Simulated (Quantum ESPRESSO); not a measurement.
Set up this calculation in Quantum ESPRESSO 7.5, as the native input.

* Task: real-space fields
* Functional: RPBE
* Potentials or basis: Ansatz NC SR PBE
* Cutoff: 1306 eV
* Density cutoff: 5225 eV
* k mesh: 9 × 9 × 9
* Occupations: fermi-dirac, width 0.2 eV
* Spin: collinear spin, ferromagnetic start
* Starting moments: [4.0, 0.0] μB
* Hubbard terms: Mn d U = 3 eV
* Start of the occupations: default
* Hubbard projectors: ortho-atomic
* Mixing beta: 0.3
* Most SCF iterations: 120
* SCF threshold: 4e-10 Ry

Crystal: MnAs.

```
Mn As
1.0
     0.00000    2.66784    2.66784
     2.66784    0.00000    2.66784
     2.66784    2.66784    0.00000
Mn As
1 1
Direct
  0.50000 0.50000 0.50000
  0.00000 0.00000 0.00000
```

The cell was built by a generator and needn't be a form met in nature.

The input as run:

pw.in

```
&CONTROL
  calculation = 'scf'
  prefix = 'pwscf'
  outdir = './tmp'
  pseudo_dir = './pseudo'
  tprnfor = .true.
  tstress = .true.
  disk_io = 'low'
/
&SYSTEM
  ibrav = 0
  nat = 2
  ntyp = 2
  ecutwfc = 96
  nbnd = 25
  input_dft = 'rpbe'
  occupations = 'smearing'
  smearing = 'fd'
  degauss = 0.01469973
  nspin = 2
  starting_magnetization(1) = 0.2667
  starting_magnetization(2) = 0
/
&ELECTRONS
  conv_thr = 4d-10
  electron_maxstep = 120
  mixing_beta = 0.3
/
ATOMIC_SPECIES
Mn    54.9380 Mn.upf
As    74.9216 As.upf
CELL_PARAMETERS angstrom
   0.0000000000    2.6678390100    2.6678390100
   2.6678390100    0.0000000000    2.6678390100
   2.6678390100    2.6678390100    0.0000000000
ATOMIC_POSITIONS angstrom
Mn     2.6678390100    2.6678390100    2.6678390100
As     0.0000000000    0.0000000000    0.0000000000
K_POINTS automatic
9 9 9 0 0 0
HUBBARD {ortho-atomic}
U Mn-3d 3.0
```

pp_density.in

```
&INPUTPP
  prefix = 'pwscf'
  outdir = './tmp'
  filplot = 'density.dat'
  plot_num = 0
/
&PLOT
  nfile = 1
  filepp(1) = 'density.dat'
  iflag = 3
  output_format = 6
  fileout = 'density.cube'
/
```

pp_potential.in

```
&INPUTPP
  prefix = 'pwscf'
  outdir = './tmp'
  filplot = 'potential.dat'
  plot_num = 11
/
&PLOT
  nfile = 1
  filepp(1) = 'potential.dat'
  iflag = 3
  output_format = 6
  fileout = 'potential.cube'
/
```

pp_spin.in

```
&INPUTPP
  prefix = 'pwscf'
  outdir = './tmp'
  filplot = 'spin.dat'
  plot_num = 6
/
&PLOT
  nfile = 1
  filepp(1) = 'spin.dat'
  iflag = 3
  output_format = 6
  fileout = 'spin.cube'
/
```

pp_elf.in

```
&INPUTPP
  prefix = 'pwscf'
  outdir = './tmp'
  filplot = 'elf.dat'
  plot_num = 8
/
&PLOT
  nfile = 1
  filepp(1) = 'elf.dat'
  iflag = 3
  output_format = 6
  fileout = 'elf.cube'
/
```

Potentials or basis: Ansatz NC SR PBE.

Launch:

```bash
$ OMP_NUM_THREADS=1 pw.x -in pw.in > pw.out
$ OMP_NUM_THREADS=1 pp.x -in pp_density.in > pp_density.out
$ OMP_NUM_THREADS=1 pp.x -in pp_potential.in > pp_potential.out
$ OMP_NUM_THREADS=1 pp.x -in pp_spin.in > pp_spin.out
$ OMP_NUM_THREADS=1 pp.x -in pp_elf.in > pp_elf.out
```

It gave:

The pressure is 3.7 GPa and the band gap on the k mesh is none (metal or under the smearing width). The net moment is 4.07 μB per cell, the absolute moment is 4.77 μB per cell and the site moments are Mn +4.20; As -0.26 μB. The valence electrons inside the program's atomic spheres are Mn 13.33; As 13.20.

Caveat: the potentials were made for another functional, which shifts forces and pressure; a cell with one magnetic atom can't hold antiferromagnetic order, which such compounds often take; the U is typed as a test and isn't derived for this compound.

It took 2.9 min on 1 thread of Intel(R) Xeon(R) Platinum 8259CL CPU @ 2.50GHz (Skylake/Cascade Lake), with other jobs on the host, peak memory 0.21 GiB.
